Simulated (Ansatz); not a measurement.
The reference is NaBr in the rock salt structure (space group Fm-3m, No. 225; a = 5.9476 Å). Axes: x, y, z lie along the cube axes.

Method: Ansatz (an electronic-structure program), r2SCAN, PAW, cutoff 500 eV, no SOC.

For the base:

* **Band gap**: 4.98 eV

The change: uniaxial strain ε_yy = −3.73 %, all other strain components held at zero; the atoms relax in the strained cell.

Problem. Predict the new band gap, stress and energy relative to the base.

Solution. The band gap increases by 0.12 eV (4.98 eV → 5.10 eV); the stress (xx, yy, zz, yz, xz, xy; compression positive) is (0.40, 2.28, 0.40, 0.00, 0.00, 0.00) GPa; the energy grows by 6.4 meV/atom.

Whether these cells are dynamically stable was not tested.
